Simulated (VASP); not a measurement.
Crystal: As2Pt (Sperrylite).

```
As Pt
1.0
     5.96650    0.00000    0.00000
     0.00000    5.96650    0.00000
     0.00000    0.00000    5.96650
As Pt
8 4
Direct
  0.38300 0.38300 0.38300
  0.11700 0.61700 0.88300
  0.88300 0.11700 0.61700
  0.61700 0.88300 0.11700
  0.61700 0.61700 0.61700
  0.88300 0.38300 0.11700
  0.11700 0.88300 0.38300
  0.38300 0.11700 0.88300
  0.00000 0.00000 0.00000
  0.50000 0.00000 0.50000
  0.50000 0.50000 0.00000
  0.00000 0.50000 0.50000
```

* Program: VASP 6.6.1
* Task: relaxation of cell and atoms
* Functional: PBE
* Potentials or basis: VASP PAW PBE potentials, release 64 (As, Pt)
* Cutoff: 300 eV
* k mesh: 3 × 3 × 3
* Occupations: gaussian, width 0.03 eV
* Spin: no spin polarisation

At the start: pressure 6.9 GPa; volume 17.70 Å³/atom.

Question: How do energy, volume and symmetry change on relaxing?

Answer: Over 6 steps the energy falls by 16.9 meV/atom and the volume is 18.51 Å³/atom (+4.6 %); space group Pa-3 (No. 205, to 0.05 Å).

Step by step:
| step | energy change (eV) | largest force (eV/Å) | pressure (GPa) | volume (Å³) |
| --- | --- | --- | --- | --- |
| 1 | 0.0000 | 0.0670 | 6.88 | 212.40 |
| 2 | 0.1546 | 0.1611 | -7.36 | 236.63 |
| 3 | -0.1999 | 0.1043 | -0.09 | 222.29 |
| 4 | -0.2000 | 0.1035 | 0.02 | 222.09 |
| 5 | -0.2022 | 0.0251 | 0.04 | 222.12 |
| 6 | -0.2024 | 0.0002 | 0.06 | 222.13 |

Final structure:
```
As Pt
1.0
     6.05624    0.00000    0.00000
     0.00000    6.05624    0.00000
     0.00000    0.00000    6.05624
As Pt
8 4
Direct
  0.38368 0.38368 0.38368
  0.11632 0.61632 0.88368
  0.88368 0.11632 0.61632
  0.61632 0.88368 0.11632
  0.61632 0.61632 0.61632
  0.88368 0.38368 0.11632
  0.11632 0.88368 0.38368
  0.38368 0.11632 0.88368
  0.00000 0.00000 0.00000
  0.50000 0.00000 0.50000
  0.50000 0.50000 0.00000
  0.00000 0.50000 0.50000
```
